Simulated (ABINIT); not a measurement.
# Rh (Fm-3m) in ABINIT: a series of runs

One crystal, Rh, is run at these levels: AM05+D4, BP86, PW91, BP86+D2; tasks: equation of state, band structure.

Program: ABINIT 10.8.3 (patched build). These are calculated values, not measurements. Logs are shortened: lines on timing, memory, paths and dates and some standing lists are left out, and cuts for length are marked. The log counts tension as positive stress, the text compression.

**Experimental background.**

“Thermal equation of state of rhodium characterized by XRD in a resistively heated diamond anvil cell”, 2024, pmc:11535440 quotes, for a bulk crystal of Rh: bulk modulus 264 ± 1 GPa.

The results are compared with them further down.

## 1. Starting point

Symmetry: Fm-3m, No. 225, cubic system. The conventional cell has a = 3.796 Å, b = 3.796 Å, c = 3.796 Å, α = 90.00°, β = 90.00°, γ = 90.00°. Rh (site symmetry m-3m) is surrounded by 12 Rh at 2.68 Å.

## 2. Equation of state, AM05+D4

Input file run.py:

```python
import json, os
import numpy as np
from ase.eos import EquationOfState
from ase.units import GPa
from ase.calculators.mixing import SumCalculator
from dftd4.ase import DFTD4
from ase.calculators.abinit import Abinit, AbinitProfile
from ase import Atoms

atoms = Atoms(['Rh'],
              cell=[[0.0, 1.89785, 1.89785], [1.89785, 0.0, 1.89785], [1.89785, 1.89785, 0.0]],
              scaled_positions=[[0.0, 0.0, 0.0]],
              pbc=True)

profile = AbinitProfile(command='abinit', pp_paths=[os.path.abspath('pseudos')])
params = dict(
    pps='pawxml', xc='PBE',
    ecut=544.2277,
    pawecutdg=1088.4554,
    kptopt=1,
    ngkpt=[12, 12, 12],
    nshiftk=1,
    shiftk=[0.0, 0.0, 0.0],
    ixc=-120135,
    nband=13,
    occopt=3,
    tsmear=0.05,
    nstep=100,
    tolvrs=1e-09,
    prtwf=0,
    prtden=0,
)

cell0 = atoms.cell.copy()
volumes, energies = [], []
for i, x in enumerate([0.94, 0.96, 0.98, 1.0, 1.02, 1.04, 1.06]):
    atoms.set_cell(cell0 * x ** (1 / 3), scale_atoms=True)
    atoms.calc = SumCalculator([Abinit(profile=profile, directory=f'v{i}', **params), DFTD4(method='am05')])
    volumes.append(atoms.get_volume() / len(atoms))
    dft, disp = atoms.calc.mixer.calcs
    energies.append((dft.get_property('free_energy', atoms) + disp.get_property('energy', atoms)) / len(atoms))
    print(f'{x:5.2f} {volumes[-1]:10.5f} A^3/atom {energies[-1]:14.6f} eV/atom', flush=True)
    json.dump(dict(volumes=volumes, energies=energies), open('results.json', 'w'))
v0, e0, b0 = EquationOfState(volumes, energies, eos='birchmurnaghan').fit()
print(f'V0 {v0:.4f} A^3/atom  E0 {e0:.6f} eV/atom  B0 {b0 / GPa:.2f} GPa')
```

Potentials or basis: JTH PAW PBE v2.0.

Started as:

```sh
> python run.py
```

What it wrote:

```text
0.94   12.85119 A^3/atom   -3031.295990 eV/atom
 0.96   13.12462 A^3/atom   -3031.305180 eV/atom
 0.98   13.39805 A^3/atom   -3031.301889 eV/atom
 1.00   13.67148 A^3/atom   -3031.290253 eV/atom
 1.02   13.94491 A^3/atom   -3031.268323 eV/atom
 1.04   14.21834 A^3/atom   -3031.238253 eV/atom
 1.06   14.49177 A^3/atom   -3031.201091 eV/atom
V0 13.1989 A^3/atom  E0 -3031.305250 eV/atom  B0 307.60 GPa
```

abinit.in:

```text
ecut 544.2277 eV
ixc -120135
kptopt 1
natom 1
nband 13
ngkpt
12 12 12
nshiftk 1
nsppol 1
nstep 100
occopt 3
pawecutdg 1088.4554 eV
prtden 0
prtwf 0
shiftk
0.0 0.0 0.0
tolvrs 1e-09
tsmear 0.05 eV
#Definition of the unit cell
acell
1.00000000000000 1.00000000000000 1.00000000000000 Angstrom
rprim
0.00000000000000 1.93507219503400 1.93507219503400
1.93507219503400 0.00000000000000 1.93507219503400
1.93507219503400 1.93507219503400 0.00000000000000
chkprim 0 # Allow non-primitive cells
#Definition of the atom types
ntypat 1
znucl 45
#Enumerate different atomic species
typat
 1
pseudos "./pseudos/Rh.GGA_PBE-JTH.xml"
#Definition of the atoms
xcart
0.00000000000000 0.00000000000000 0.00000000000000
chkexit 1 # abinit.exit file in the running directory terminates after the current SCF
```

abinit.abo:

```text
.Version 10.8.3 of ABINIT
 Symmetries : space group Fm -3 m (#225); Bravais cF (face-center cubic)
================================================================================
 Values of the parameters that define the memory need of the present run
     intxc =       0    ionmov =       0      iscf =      17    lmnmax =      18
     lnmax =       6     mgfft =      24  mpssoang =       3    mqgrid =    3001
     natom =       1  nloc_mem =       2    nspden =       1   nspinor =       1
    nsppol =       1      nsym =      48    n1xccc =       1    ntypat =       1
    occopt =       3   xclevel =       2
       mpw =         432          nfft =       13824          nkpt =          72
 PAW method is used; the additional fine FFT grid is defined by:
   mgfftf=        30    nfftf =     27000
================================================================================
================================================================================

--------------------------------------------------------------------------------
------------- Echo of variables that govern the present computation ------------
--------------------------------------------------------------------------------
 -outvars: echo values of preprocessed input variables --------
            acell      1.8897261259E+00  1.8897261259E+00  1.8897261259E+00 Bohr
              amu      1.02905500E+02
          chkexit           1
          chkprim           0
             ecut      1.99999991E+01 Hartree
                       outvar_i_n : Printing only first  50 k-points.
              ixc     -120135
                       outvar_i_n : Printing only first  50 k-points.
         kptrlatt       12    0    0      0   12    0      0    0   12
          kptrlen      6.20572153E+01
            natom           1
            nband          13
            ngfft          24      24      24
          ngfftdg          30      30      30
             nkpt          72
            nstep         100
             nsym          48
           ntypat           1
                       prtocc : prtvol=0, do not print more k-points.
           occopt           3
        pawecutdg      3.99999982E+01 Hartree
         pawxcdev           0
           prtden           0
            prtwf           0
            rprim      0.0000000000E+00  1.9350721950E+00  1.9350721950E+00
                       1.9350721950E+00  0.0000000000E+00  1.9350721950E+00
                       1.9350721950E+00  1.9350721950E+00  0.0000000000E+00
          spgroup         225
           tolvrs      1.00000000E-09
           tsmear      1.83746611E-03 Hartree
            typat      1
           useylm           1
                       outvars : Printing only first  50 k-points.
            znucl       45.00000

================================================================================

 chkinp: Checking input parameters for consistency.

================================================================================
== DATASET  1 ==================================================================

--- !DatasetInfo
iteration_state: {dtset: 1, }
dimensions: {natom: 1, nkpt: 72, mband: 13, nsppol: 1, nspinor: 1, nspden: 1, mpw: 432, }
cutoff_energies: {ecut:  20.0, pawecutdg:  40.0, }
electrons: {nelect:   1.70000000E+01, charge:   0.00000000E+00, occopt:   3.00000000E+00, tsmear:   1.83746611E-03, }
meta: {optdriver: 0, ionmov: 0, optcell: 0, iscf: 17, paral_kgb: 0, }
...

 Real(R)+Recip(G) space primitive vectors, cartesian coordinates (Bohr,Bohr^-1):
 R(1)=  0.0000000  3.6567565  3.6567565  G(1)= -0.1367332  0.1367332  0.1367332
 R(2)=  3.6567565  0.0000000  3.6567565  G(2)=  0.1367332 -0.1367332  0.1367332
 R(3)=  3.6567565  3.6567565  0.0000000  G(3)=  0.1367332  0.1367332 -0.1367332
 Unit cell volume ucvol=  9.7795330E+01 bohr^3
 Angles (23,13,12)=  6.00000000E+01  6.00000000E+01  6.00000000E+01 degrees

 Coarse grid specifications (used for wave-functions):

 getcut: wavevector=  0.0000  0.0000  0.0000  ngfft=  24  24  24
         ecut(hartree)=     20.000   => boxcut(ratio)=   2.30526

 getcut : COMMENT -
  Note that boxcut > 2.2 ; recall that boxcut=Gcut(box)/Gcut(sphere) = 2
  is sufficient for exact treatment of convolution.
  Such a large boxcut is a waste : you could raise ecut
  e.g. ecut=   26.571139 Hartrees makes boxcut=2

 Fine grid specifications (used for densities):

 getcut: wavevector=  0.0000  0.0000  0.0000  ngfft=  30  30  30
         ecut(hartree)=     40.000   => boxcut(ratio)=   2.03984

--- Pseudopotential description ------------------------------------------------
- pspini: atom type   1  psp file is <dir>
 Pseudopotential format is: paw10
 basis_size (lnmax)=  6 (lmn_size= 18), orbitals=   0   0   1   1   2   2
 Spheres core radius: rc_sph= 2.21251062
 Shapefunction is SIN type: shapef(r)=[sin(pi*r/rshp)/(pi*r/rshp)]**2
 Radius for shape functions =  2.00372819
 Compensation charge density is not taken into account in XC energy/potential

   3.74318991E+02                                ecore*ucvol(ha*bohr**3)
--------------------------------------------------------------------------------

[... 7 lines left out ...]

     iter   Etot(hartree)      deltaE(h)  residm     nres2
 ETOT  1  -109.60041226188    -1.096E+02 3.727E+01 3.203E+00
 ETOT  2  -111.39237998010    -1.792E+00 1.333E-01 4.624E+00
 ETOT  3  -111.37961232814     1.277E-02 4.675E-02 8.289E-01
 ETOT  4  -111.37725838891     2.354E-03 1.792E-02 2.953E-02
 ETOT  5  -111.37733720496    -7.882E-05 4.867E-03 2.516E-03
 ETOT  6  -111.37732725943     9.946E-06 1.831E-03 7.578E-05
 ETOT  7  -111.37732794118    -6.818E-07 2.725E-04 2.577E-05
 ETOT  8  -111.37732795482    -1.364E-08 1.880E-04 1.778E-05
 ETOT  9  -111.37732790723     4.759E-08 2.437E-05 3.768E-06
 ETOT 10  -111.37732789623     1.100E-08 8.299E-05 4.551E-07
 ETOT 11  -111.37732789610     1.250E-10 1.182E-05 3.845E-07
 ETOT 12  -111.37732789711    -1.011E-09 4.853E-05 7.166E-07
 ETOT 13  -111.37732789502     2.097E-09 7.045E-06 1.393E-08
 ETOT 14  -111.37732789505    -3.348E-11 2.803E-05 1.150E-08
 ETOT 15  -111.37732789503     2.285E-11 4.125E-06 2.593E-10

 At SCF step   15       nres2   =  2.59E-10 < tolvrs=  1.00E-09 =>converged.

 Cartesian components of stress tensor (hartree/bohr^3)
  sigma(1 1)=  6.46913434E-04  sigma(3 2)=  0.00000000E+00
  sigma(2 2)=  6.46913434E-04  sigma(3 1)=  0.00000000E+00
  sigma(3 3)=  6.46913434E-04  sigma(2 1)=  0.00000000E+00

--- !ResultsGS
iteration_state: {dtset: 1, }
comment   : Summary of ground state results
lattice_vectors:
- [  0.0000000,   3.6567565,   3.6567565, ]
- [  3.6567565,   0.0000000,   3.6567565, ]
- [  3.6567565,   3.6567565,   0.0000000, ]
lattice_lengths: [   5.17143,    5.17143,    5.17143, ]
lattice_angles: [ 60.000,  60.000,  60.000, ] # degrees, (23, 13, 12)
lattice_volume:   9.7795330E+01
convergence: {deltae:  2.285E-11, res2:  2.593E-10, residm:  4.125E-06, diffor: null, }
etotal    :  -1.11377328E+02
entropy   :   0.00000000E+00
fermie    :   5.54247735E-01
cartesian_stress_tensor: # hartree/bohr^3
- [  6.46913434E-04,   0.00000000E+00,   0.00000000E+00, ]
- [  0.00000000E+00,   6.46913434E-04,   0.00000000E+00, ]
- [  0.00000000E+00,   0.00000000E+00,   6.46913434E-04, ]
pressure_GPa:  -1.9033E+01
xred      :
- [  0.0000E+00,   0.0000E+00,   0.0000E+00, Rh]
cartesian_forces: # hartree/bohr
- [ -0.00000000E+00,  -0.00000000E+00,  -0.00000000E+00, ]
force_length_stats: {min:   0.00000000E+00, max:   0.00000000E+00, mean:   0.00000000E+00, }
...

 Integrated electronic density in atomic spheres:
 ------------------------------------------------
 Atom  Sphere_radius  Integrated_density
    1        2.21251         14.79856162

================================================================================

 ----iterations are completed or convergence reached----

 Mean square residual over all n,k,spin=   10.103E-09; max=  41.249E-07
 reduced coordinates (array xred) for    1 atoms
       0.000000000000      0.000000000000      0.000000000000
 rms dE/dt=  0.0000E+00; max dE/dt=  0.0000E+00; dE/dt below (all hartree)
    1       0.000000000000      0.000000000000      0.000000000000

 cartesian coordinates (angstrom) at end:
    1      0.00000000000000     0.00000000000000     0.00000000000000

 cartesian forces (hartree/bohr) at end:
    1     -0.00000000000000    -0.00000000000000    -0.00000000000000
 frms,max,avg= 0.0000000E+00 0.0000000E+00   0.000E+00  0.000E+00  0.000E+00 h/b

 cartesian forces (eV/Angstrom) at end:
    1     -0.00000000000000    -0.00000000000000    -0.00000000000000
 frms,max,avg= 0.0000000E+00 0.0000000E+00   0.000E+00  0.000E+00  0.000E+00 e/A
 length scales=  1.889726125908  1.889726125908  1.889726125908 bohr
              =  1.000000000000  1.000000000000  1.000000000000 angstroms
 Fermi (or HOMO) energy (hartree) =   0.55425   Average Vxc (hartree)=  -0.48434
 Eigenvalues (hartree) for nkpt=  72  k points:
 kpt#   1, nband= 13, wtk=  0.00058, kpt=  0.0000  0.0000  0.0000 (reduced coord)
  -2.33584   -1.14463   -1.14463   -1.14463    0.27186    0.44897    0.44897    0.44897
   0.52041    0.52041    1.13692    1.32619    1.32619
      occupation numbers for kpt#   1
   2.00000    2.00000    2.00000    2.00000    2.00000    2.00000    2.00000    2.00000
   2.00000    2.00000    0.00000    0.00000    0.00000
 prteigrs : prtvol=0 or 1, do not print more k-points.

--- !EnergyTerms
iteration_state     : {dtset: 1, }
comment             : Components of total free energy in Hartree
kinetic             :  1.49274861622112E+01
hartree             :  1.94876198692948E+01
xc                  : -5.03572975166153E+00
Ewald energy        : -9.05874608939389E+01
psp_core            :  3.82757532804346E+00
local_psp           : -7.45882342385990E+01
PAW spherical_terms :  2.05917625831288E+01
internal            : -1.11376980941521E+02
'-kT*entropy'       : -3.37660477882138E-04
total_energy        : -1.11377318601999E+02
total_energy_eV     : -3.03073123552068E+03
...

--- !EnergyTermsDC
iteration_state     : {dtset: 1, }
comment             : '"Double-counting" decomposition of free energy'
band_energy         : -7.57928860536081E+00
Ewald energy        : -9.05874608939389E+01
psp_core            :  3.82757532804346E+00
xc_dc               : -1.79226159585648E+01
PAW spherical_terms :  8.84799895272145E-01
internal            : -1.11376990234549E+02
'-kT*entropy'       : -3.37660477882138E-04
total_energy_dc     : -1.11377327895027E+02
total_energy_dc_eV  : -3.03073148839685E+03
...

--- !EnergyTermsWithPAWCore
iteration_state     : {dtset: 1, }
comment             : 'Components of total free energy, including PAW core contributions'
Total energy        : -4.78001011878569E+03
Total energy DC     : -4.78001012807872E+03
Total energy (eV)   : -1.30070701601975E+05
Total energy DC (eV): -1.30070701854851E+05
...

 Cartesian components of stress tensor (hartree/bohr^3)
  sigma(1 1)=  6.46913434E-04  sigma(3 2)=  0.00000000E+00
  sigma(2 2)=  6.46913434E-04  sigma(3 1)=  0.00000000E+00
  sigma(3 3)=  6.46913434E-04  sigma(2 1)=  0.00000000E+00

-Cartesian components of stress tensor (GPa)         [Pressure= -1.9033E+01 GPa]
- sigma(1 1)=  1.90328503E+01  sigma(3 2)=  0.00000000E+00
- sigma(2 2)=  1.90328503E+01  sigma(3 1)=  0.00000000E+00
- sigma(3 3)=  1.90328503E+01  sigma(2 1)=  0.00000000E+00

== END DATASET(S) ==============================================================
================================================================================

 -outvars: echo values of variables after computation  --------
            acell      1.8897261259E+00  1.8897261259E+00  1.8897261259E+00 Bohr
           etotal     -1.1137732790E+02
            fcart     -0.0000000000E+00 -0.0000000000E+00 -0.0000000000E+00
            rprim      0.0000000000E+00  1.9350721950E+00  1.9350721950E+00
                       1.9350721950E+00  0.0000000000E+00  1.9350721950E+00
                       1.9350721950E+00  1.9350721950E+00  0.0000000000E+00
           strten      6.4691343443E-04  6.4691343443E-04  6.4691343443E-04
                       0.0000000000E+00  0.0000000000E+00  0.0000000000E+00
 Calculation completed.
```

It took 2.1 min on 1 thread of Arm Neoverse V2, shared host; peak memory 0.09 GiB.

Results:

| Item | Value |
| --- | --- |
| Equilibrium volume | 13.20 Å³/atom |
| Bulk modulus | 308 GPa |
| Pressure derivative of the bulk modulus | 3.9 (rough: it moves with the points fitted) |

Energy against volume, from the lowest point:
```tsv
volume (Å³/atom)	energy (meV/atom)
12.851	9.19
13.125	0.00
13.398	3.29
13.671	14.93
13.945	36.86
14.218	66.93
14.492	104.09
```

Caveat: pressures at fixed basis lie under the slope of the energies; the log and the count of SCF iterations are those of the last ABINIT call alone; the PAW data sets were made with another functional, which shifts forces and pressure a little.

## 3. Band structure, BP86

Input file run.abi:

```
ndtset 2

pp_dirpath "./"
pseudos "Rh.GGA_PBE-JTH.xml"

acell 3*1.0
rprim
     0.0000000000     3.5864167256     3.5864167256
     3.5864167256     0.0000000000     3.5864167256
     3.5864167256     3.5864167256     0.0000000000
ntypat 1
znucl 45
natom 1
typat 1
xred
     0.0000000000     0.0000000000     0.0000000000

ecut 20.0
pawecutdg 40.0

ixc -106132

occopt 3
tsmear 0.05 eV

nstep 100

iomode 3
prtwf 0
prteig 0
prtebands 0
enunit 1
prtden1 1
prtvha1 1
prtvclmb1 1
prtpot1 1

kptopt1 1
ngkpt1 12 12 12
nshiftk1 1
shiftk1 0.0 0.0 0.0
nband1 13
tolvrs1 1.0e-9

iscf2 -2
getden2 1
nband2 17
nbdbuf2 2
tolwfr2 1.0e-12
kptopt2 -9
ndivsm2 5
prteig2 1
kptbounds2
     0.0000000000     0.0000000000     0.0000000000
     0.5000000000     0.0000000000     0.5000000000
     0.5000000000     0.2500000000     0.7500000000
     0.3750000000     0.3750000000     0.7500000000
     0.0000000000     0.0000000000     0.0000000000
     0.5000000000     0.5000000000     0.5000000000
     0.6250000000     0.2500000000     0.6250000000
     0.5000000000     0.2500000000     0.7500000000
     0.5000000000     0.5000000000     0.5000000000
     0.3750000000     0.3750000000     0.7500000000
```

Potentials or basis: JTH PAW PBE v2.0.

Started as:

```sh
> abinit run.abi > log 2>&1
```

Wall time 24 s (1 thread of Arm Neoverse V2, shared host); peak memory 0.1 GiB.

It converged, with:

```
Free energy                                           : -3032.8555 eV
Pressure                                              : 9.1 GPa
Band gap on the k mesh                                : none (metal or under the smearing width)
Valence electrons inside the program's atomic spheres : Rh 14.91 (radii [1.1708] Å)
```

Levels at the corners of the path, in eV from the Fermi level:
| point | band 4 | band 5 | band 6 | band 7 | band 8 | band 9 | band 10 | band 11 | band 12 | band 13 |
| --- | --- | --- | --- | --- | --- | --- | --- | --- | --- | --- |
| Γ | -46.40 | -7.97 | -3.13 | -3.13 | -3.13 | -1.03 | -1.03 | 16.03 | 21.42 | 21.42 |
| X | -46.67 | -6.36 | -6.00 | 0.52 | 0.98 | 0.98 | 3.31 | 12.32 | 13.34 | 13.34 |
| W | -46.68 | -5.05 | -3.84 | -3.84 | -1.24 | 0.98 | 9.69 | 9.69 | 11.22 | 12.80 |
| K | -46.62 | -5.56 | -4.80 | -2.08 | -0.72 | 0.36 | 7.93 | 8.63 | 12.11 | 16.53 |
| Γ | -46.40 | -7.97 | -3.13 | -3.13 | -3.13 | -1.03 | -1.03 | 16.03 | 21.42 | 21.42 |
| L | -46.50 | -6.17 | -3.21 | -3.21 | 0.55 | 0.55 | 0.79 | 8.66 | 15.56 | 21.23 |
| U | -46.62 | -5.56 | -4.80 | -2.08 | -0.72 | 0.36 | 7.93 | 8.63 | 12.11 | 16.53 |
| W | -46.68 | -5.05 | -3.84 | -3.84 | -1.24 | 0.98 | 9.69 | 9.69 | 11.22 | 12.80 |
| L | -46.50 | -6.17 | -3.21 | -3.21 | 0.55 | 0.55 | 0.79 | 8.66 | 15.56 | 21.23 |
| K | -46.62 | -5.56 | -4.80 | -2.08 | -0.72 | 0.36 | 7.93 | 8.63 | 12.11 | 16.53 |

Caveat: the PAW data sets were made with another functional, which shifts forces and pressure a little.

(Continued in part 2 of 2.)
